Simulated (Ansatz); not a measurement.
## How many bands does the GW gap of MgI2 (1T monolayer) need?

How do accuracy and time trade against each other in G0W0 on MgI2 (1T monolayer)?

Program: Ansatz 0.2.0. Level of theory: G0W0 on PBE, plane waves, PAW. Results are calculated unless marked as measured.

## 1. Starting point

The cell holds 3 atoms: 1 Mg and 2 I. Cell: a = 4.133 Å, b = 4.133 Å, c = 29.900 Å, α = 90.0°, β = 90.0°, γ = 120.0°. Vacuum lies along c.

The structure was relaxed with PBE-D3(BJ). The runs that relaxed it are not among those shown. Spin-orbit coupling is left out unless a step names it. The default PAW set here is soft_2. Its files were made with PBE. The Coulomb interaction is cut off across the vacuum.

## 2. 263 empty bands, screening to 41 eV

G0W0 replaces the xc potential by the self-energy, built once from these orbitals. Only a window of levels is corrected, while the sums run over the empty bands that the input names.

File input.yaml:

```yaml
crystal:
  lattice:
    - [4.1326412619, 0.0, 0.0]
    - [-2.066320631, 3.5789723175, 0.0]
    - [0.0, 0.0, 29.9]
  atoms:
    - { symbol: Mg, position: [0.0, 0.0, 0.5] }
    - { symbol: I, position: [0.3333333333, 0.6666666667, 0.5562388715] }
    - { symbol: I, position: [0.6666666667, 0.3333333333, 0.4437611285] }
  periodic: [true, true, false]
kpoints:
  mp_grid: { grid: [3, 3, 1] }
hamiltonian:
  xc: pbe
scf:
  occupations: { method: fixed }
gw:
  n_empty_bands: 263
  ecut_chi: 41
  qp_bands: [v2, c2]
  qp_kpoints: band_edges
  screening: { model: contour_deformation }
```

Started as:

```sh
$ ansatz run input.yaml --threads 4 --pin off --max-ram 17510MiB --backend cpu --events-out ev --progress --plain --runs-dir out
```

Numbers of over 12 decimals in the logs are rounded to 6 here.

Log:

```text
Engine: ansatz 0.2.0, aarch64-unknown-linux-gnu
Pseudopotentials: kind: paw
Pseudopotential: Mg, paw, valence charge 10, recommended cutoff 420 eV (normal), Mg.paw.azcp
Pseudopotential: I, paw, valence charge 17, recommended cutoff 420 eV (normal), I.paw.azcp
Functional definition: PBE
  parameter kappa = 0.804
  parameter beta = 0.066725
  exchange = pbe_x(kappa = kappa, mu = beta*pi^2/3)
  correlation = pbe_c(beta = beta)
Crystal: 3 atoms, lattice volume = 442.239 Å³
Basis set: ecut = 420 eV, 8547 PW (Γ)
Bands: 27, of which v1, the nominal top of the filled ones, is band 22 counted from 1 (21 counted from 0)
Symmetry: 12 space group operations
Space group: P-3m1 (ITA 164), of the structure as read, at distance tolerance 7.6e-5 Å
k-points: 3 of 9
Non-local potential: Mg, projectors of the file, l = 0: 3, l = 1: 2, l = 2: 1
Non-local potential: I, projectors of the file, l = 0: 2, l = 1: 2, l = 2: 2, l = 3: 2
PAW form: soft (Blöchl's): semilocal exchange-correlation on the pseudo side does not see the compensation charge
PAW one-centre angular grid: Mg, 110 points (default); XC on 64 Gauss nodes
PAW one-centre angular grid: I, 590 points (default); XC on 64 Gauss nodes
Initial density: superposition of atomic densities (neutral atoms: chi_scale 0, normalization atom), corrected by the library's trained network
Initial wavefunctions: pseudopotential atomic-orbital guess
Functional: x = pbe(κ = 0.804, μ = 0.219515), c = pbe(β = 0.066725)
SCF iter   1: F=—  HF=-16952.660275 eV  |F-HF|=—  |Δ(HF+E_count)|=         —  Δρ=4.14e-4  dr2=1.65e-3  ethr=1.77e-3  ⟨swp⟩=8.7  Hψ=442  notcnv=0  defer=8
preconditioner: auto → Resta (q_TF=auto, 1.857 Å⁻¹)  ε∞=1.5  [insulator: Δε(μ)=4.076 eV  Ē_g=10.165 eV  n_scr=46 (ndim 8)  ℏωp=7.1 eV  f_vac=0.756  ε∞_Penn≈1.5  vacuum switching on, ρ_ref=7.5e-3 e/Å³]
SCF iter   2: F=—  HF=-16952.658840 eV  |F-HF|=—  |Δ(HF+E_count)|=   1.43e-3  Δρ=2.16e-4  dr2=2.05e-4  ethr=3.75e-6  ⟨swp⟩=5.3  Hψ=240  notcnv=0  defer=9
SCF iter   3: F=—  HF=-16952.659119 eV  |F-HF|=—  |Δ(HF+E_count)|=   2.79e-4  Δρ=8.53e-5  dr2=3.49e-5  ethr=4.66e-7  ⟨swp⟩=2.7  Hψ=143  notcnv=0  defer=8
SCF iter   4: F=—  HF=-16952.659204 eV  |F-HF|=—  |Δ(HF+E_count)|=   8.52e-5  Δρ=1.69e-5  dr2=4.04e-6  ethr=7.93e-8  ⟨swp⟩=3.0  Hψ=126  notcnv=0  defer=8
SCF iter   5: F=—  HF=-16952.659205 eV  |F-HF|=—  |Δ(HF+E_count)|=   1.16e-6  Δρ=6.48e-6  dr2=3.98e-7  ethr=9.18e-9  ⟨swp⟩=3.0  Hψ=132  notcnv=0  defer=8
SCF iter   6: F=-16952.659206 eV  HF=-16952.659206 eV  |F-HF|=9.90e-8  |Δ(HF+E_count)|=   4.92e-7  Δρ=1.82e-6  dr2=2.38e-8  ethr=2.27e-10  ⟨swp⟩=27.7  Hψ=630  notcnv=0
SCF 1 converged in 6 iterations: F = -16952.659206 eV  dr2 = 2.38e-8
  greatest PAW one-centre occupation: 1.000 electrons in one spin orbital (limit 2), on the Mg atom at site 0 (counted from 0), in its partial waves of l = 0
NSCF: frozen V_eff on 3 k-points
G₀W₀ screening: q 1/3
[... further progress lines ...]
NSCF: frozen V_eff on 1 k-points
SCF converged after 6 iterations
Free energy (F): -16952.659206 eV
Harris-Foulkes:  -16952.659206 eV  (|F-HF|=9.90e-8)
Internal energy: -16952.659206 eV  (E = F + TS)
E sigma→0 (E₀):  -16952.659206 eV
Fermi energy:    -6.310848 eV
--- Per-component energies (eV) ---
  E_band       = -1614.099763
  E_kinetic    = 454.389531
  E_local      = -72731.408351  (includes V_loc(G=0)·N_el)
  E_nonlocal   = -85.316836
  E_hartree    = 35953.733807
  E_xc         = -285.220709
  E_vxc        = -294.749161  (∫ρ·V_xc dr)
  E_paw        = -9926.713475  (= ΣΔE_a)
  E_vpaw       = -864.485124  (= ΣTr[D̂ρ^β])
  E_aug_tail   = -0.000033  (compensation charges beyond the density's cutoff)
  E_ewald      = 29667.876859
  E_smearing   = -0.000000  (= −TS)
  E_closure    = -0.000000  (closes the sum)
  Σ components = -16952.659206   (vs F -16952.659206, Δ=0.00e0)
--- Band table (eV) ---
  k-point 0: bands = [... 18 lower, -6.5838, -6.5838, -6.3108, -6.3108, -2.2381, -1.3736 (-1.3736°), -0.3810 (-0.3882°), -0.3056, ... 1 higher]
  k-point 1: bands = [... 18 lower, -7.8767, -7.3102, -6.9422, -6.6578, -2.2366, -0.8559, -0.3540 (-0.3540°), 0.5379, ... 1 higher]
  k-point 2: bands = [... 18 lower, -8.7907, -8.3025, -7.1303, -7.1303, -1.9098, 0.0730, 0.0730, 1.7031, ... 1 higher]
  ° read free of the cell's end (the report's vacuum.weakly_bound_levels)
--- G₀W₀: contour deformation, 6 samples at zero and on the imaginary axis and 1 off it, 9 q-points, 263 empty bands' worth ---
  eigenvalues of the whole cell's RPA ε∞ on this k-mesh (on a slab, of 1 + 4πα/V) = 1.1663, 1.9707, 1.9707; static W/v taken at q = 0 is 0.634761
  bands read: the sum over 285 bands ends inside a degenerate multiplet in 1 slot, whose members it reads at an even weight; the widest, k=2: bands 285 to 286 (counted from 1) at 1/2 each
  gw.qp_kpoints: band_edges: 3 of 3 stored k-points solved, in 1 pass; an edge of the gap read off the rows below is read off those points alone
    ik  band        ε_KS         Σx   Σc(E_QP)       V_xc       Z   E_QP_lin       E_QP  E_QP is
     0    21     -6.3108   -17.9244     1.9957   -15.0384  0.7930    -7.2143    -7.2011  root
     0    22     -6.3108   -17.9244     1.9957   -15.0384  0.7930    -7.2143    -7.2011  root
     0    23     -2.2381    -6.2447    -3.0306   -10.2241  0.8233    -1.2760    -1.2893  root
     0    24     -1.3736    -5.3836    -3.3580    -9.6561  0.8117    -0.4459    -0.4591  root
     1    21     -6.9422   -17.0100     1.9837   -14.0477  0.7911    -7.9377    -7.9208  root
     1    22     -6.6578   -17.5750     2.0327   -14.6121  0.7903    -7.6029    -7.5879  root
     1    23     -2.2366    -6.3341    -3.1657   -10.5253  0.8087    -1.1951    -1.2112  root
     1    24     -0.8559    -4.4699    -3.0180    -8.2901  0.8232    -0.0440    -0.0537  root
     2    21     -7.1303   -16.9654     2.0355   -13.9263  0.7881    -8.1522    -8.1338  root
     2    22     -7.1303   -16.9654     2.0355   -13.9263  0.7881    -8.1522    -8.1338  root
     2    23     -1.9098    -6.8832    -3.0696   -11.0306  0.8082    -0.8139    -0.8320  root
     2    24      0.0730    -5.2273    -3.1110    -9.2773  0.8142     1.0270     1.0120  root
```

Run time: 19 s. Hardware: 4 threads of Arm Neoverse V1, shared host; peak memory 1.4 GiB; 70 s of CPU time.

Numbers from this step:

* bands summed: 285
* plane waves in the screening matrix: 259
* q-points in the mesh: 9
* G0W0 gap on the mesh: 5.912 eV
* k of the valence top: 0, 0, 0
* k of the conduction bottom: 0, 0, 0
* starting gap on the mesh: 4.073 eV
* Z at the valence top: 0.7930
* Z at the conduction bottom: 0.8233
* least direct G0W0 gap on the computed points: 5.912 eV

The gap on the mesh goes from 4.07 eV to 5.91 eV, a correction of +1.84 eV. Between the two edge states, bare exchange in place of the xc potential would open the gap by 6.87 eV, and correlation takes back 5.03 eV.

## 3. 652 empty bands, screening to 75 eV

Bands and screening cutoff are moved together, since each hides the error of the other.

input.yaml, as its differences from that of step 2:

```diff
@@ -16,5 +16,6 @@
   occupations: { method: fixed }
+  convergence: { dr2_threshold: 1.0e-10 }
 gw:
-  n_empty_bands: 263
-  ecut_chi: 41
+  n_empty_bands: 652
+  ecut_chi: 75.0
   qp_bands: [v2, c2]
```

Log:

```text
[...]
Crystal: 3 atoms, lattice volume = 442.239 Å³
Basis set: ecut = 420 eV, 8547 PW (Γ)
Bands: 27, of which v1, the nominal top of the filled ones, is band 22 counted from 1 (21 counted from 0)
[... 1 set-up line as in the run before ...]
[...]
k-points: 3 of 9
[...]
SCF iter   1: F=—  HF=-16952.660275 eV  |F-HF|=—  |Δ(HF+E_count)|=         —  Δρ=4.14e-4  dr2=1.65e-3  ethr=1.77e-3  ⟨swp⟩=8.7  Hψ=442  notcnv=0  defer=8
[...]
SCF iter   8: F=-16952.659206 eV  HF=-16952.659206 eV  |F-HF|=8.00e-11  |Δ(HF+E_count)|=   2.86e-9  Δρ=4.55e-8  dr2=2.87e-11  ethr=1.00e-12  ⟨swp⟩=29.3  Hψ=646  notcnv=0
SCF 1 converged in 8 iterations: F = -16952.659206 eV  dr2 = 2.87e-11
[...]
NSCF: frozen V_eff on 3 k-points
WARN: eigensolver did not converge (k=0): 2 band(s) unlocked after 6 eigensolves, warm-restarted (20 sweeps on the last) at ethr=1.29e-11 eV (storage-precision floor; scheduled 1.00e-12 eV) (lowest unlocked band 677, counted from 0; max residual 2.86e-5 eV among the unlocked bands, 2.86e-5 eV over every band; other slots of this pass that fall short are told together in one closing line; warning suppressed until the next SCF loop or pass starts)
G₀W₀ screening: q 1/3
[... further progress lines ...]
[...]
SCF converged after 8 iterations
Free energy (F): -16952.659206 eV
[...]
Internal energy: -16952.659206 eV  (E = F + TS)
E sigma→0 (E₀):  -16952.659206 eV
Fermi energy:    -6.311071 eV
[...]
--- Band table (eV) ---
  k-point 0: bands = [... 18 lower, -6.5841, -6.5841, -6.3111, -6.3111, -2.2383, -1.3737 (-1.3737°), -0.3847 (-0.3920°), -0.3093, ... 1 higher]
  k-point 1: bands = [... 18 lower, -7.8769, -7.3104, -6.9424, -6.6580, -2.2367, -0.8561, -0.3543 (-0.3543°), 0.5371, ... 1 higher]
  k-point 2: bands = [... 18 lower, -8.7909, -8.3027, -7.1305, -7.1305, -1.9100, 0.0728, 0.0728, 1.7028, ... 1 higher]
  ° read free of the cell's end (the report's vacuum.weakly_bound_levels)
[...]
band pass: the eigensolver left bands unlocked in 1 slot; of largest residual, k=0: 1 band unlocked, the lowest band 678 (counted from 1), max residual 2.86e-5 eV over all its bands; `*` marks the rows of those k-points, and any row can be off: every row's sums read bands of every k-point
[...]
0    21     -6.3111   -17.9244     1.6553   -15.0385  0.7870    -7.5677    -7.5417  root *
     0    22     -6.3111   -17.9244     1.6553   -15.0385  0.7870    -7.5677    -7.5417  root *
     0    23     -2.2383    -6.2441    -3.1705   -10.2232  0.8230    -1.4205    -1.4297  root *
     0    24     -1.3737    -5.3834    -3.4839    -9.6557  0.8118    -0.5758    -0.5853  root *
     1    21     -6.9424   -17.0100     1.6873   -14.0477  0.7857    -8.2471    -8.2174  root
     1    22     -6.6580   -17.5751     1.7092   -14.6121  0.7846    -7.9400    -7.9118  root
     1    23     -2.2367    -6.3341    -3.3540   -10.5253  0.8073    -1.3893    -1.3996  root
     1    24     -0.8561    -4.4694    -3.1334    -8.2893  0.8231    -0.1627    -0.1696  root
     2    21     -7.1305   -16.9654     1.7457   -13.9263  0.7829    -8.4555    -8.4240  root
     2    22     -7.1305   -16.9654     1.7457   -13.9263  0.7829    -8.4555    -8.4240  root
     2    23     -1.9100    -6.8832    -3.2828   -11.0306  0.8063    -1.0342    -1.0453  root
     2    24      0.0728    -5.2272    -3.2684    -9.2772  0.8132     0.8643     0.8543  root
```

It took 96 s on 4 threads; peak memory 3.5 GiB.

This step gave:

| Property | Result |
| --- | --- |
| bands summed | 674 |
| plane waves in the screening matrix | 613 |
| q-points in the mesh | 9 |
| G0W0 gap on the mesh | 6.112 eV |
| k of the valence top | 0, 0, 0 |
| k of the conduction bottom | 0, 0, 0 |
| starting gap on the mesh | 4.073 eV |
| Z at the valence top | 0.7870 |
| Z at the conduction bottom | 0.8230 |
| least direct G0W0 gap on the computed points | 6.112 eV |

Against the run with 3×3×1 mesh, 263 empty bands, screening to 41 eV, the gap moves by +0.20 eV.

## 4. Side by side

Times are wall times on 4 threads of Arm Neoverse V1, shared host, good to a factor of about two.

| mesh | files | frequency | bands summed | cutoff (eV) | start (eV) | G0W0 (eV) | time | host memory (GiB) |
| --- | --- | --- | --- | --- | --- | --- | --- | --- |
| 3×3×1 | default PAW | contour deformation | 285 | 41 | 4.073 | 5.912 | 19 s | 1.4 |
| 3×3×1 | default PAW | contour deformation | 674 | 75 | 4.073 | 6.112 | 96 s | 3.5 |

How the two edges are built up, in eV (the quasiparticle level is the starting level plus Σx plus Σc less Vxc):

| run | edge | start | Σx | Σc | Vxc | Z | QP |
| --- | --- | --- | --- | --- | --- | --- | --- |
| 285 bands | valence top | -6.31 | -17.92 | 2.00 | -15.04 | 0.79 | -7.20 |
| 285 bands | conduction bottom | -2.24 | -6.24 | -3.03 | -10.22 | 0.82 | -1.29 |
| 674 bands | valence top | -6.31 | -17.92 | 1.66 | -15.04 | 0.79 | -7.54 |
| 674 bands | conduction bottom | -2.24 | -6.24 | -3.17 | -10.22 | 0.82 | -1.43 |

## 5. Summary of results

| Property | Result |
| --- | --- |
| 285 bands, 41 eV | 5.912 eV |
| 674 bands, 75 eV | 6.112 eV |
| estimated limit in bands and cutoff | 6.26 eV |
| mesh and start | 3×3×1, PBE |

What this shows: A line in one over the bands through the two rungs gives 6.26 eV, +0.15 eV from the top rung; with two points alone it is an unchecked estimate. The rungs stand 0.35 eV (285 bands) and 0.15 eV (674 bands) from it. From 285 to 674 bands the gap moves by +0.20 eV while the time grows 5.2-fold. Σc changes by −0.34 eV at the valence top and −0.14 eV at the conduction bottom, so the valence edge carries most of the change. The 3×3×1 mesh misses a band edge: over a band path and its finer mesh (run apart) the PBE gap is 3.64 eV, so the G0W0 gap over the zone may lie about 0.43 eV below its value on the mesh. The mesh in the plane is coarse for a sheet; gap and any exciton binding can still move on denser ones. The many-body steps are scalar-relativistic: spin-orbit coupling is not in them.

[Paths, hosts, dates, memory and timing lines, banners, echoed tables and standing remarks are left out of the program output.]

[Logs are printed without paths, hosts, clocks, repeated set-up lines and the standing remarks that a program may print on its own settings, such as how far it seeks lower states.]

[Runs of the session that timed out or met a known fault of the program may be left out.]

[Cells called generated may have been cut or substituted from an entry of the Crystallography Open Database or the Materials Project.]

[Hosts, paths, dates, database ids (printed as entryN), source tags and the programs' standing remarks are cut or masked in the printed files.]
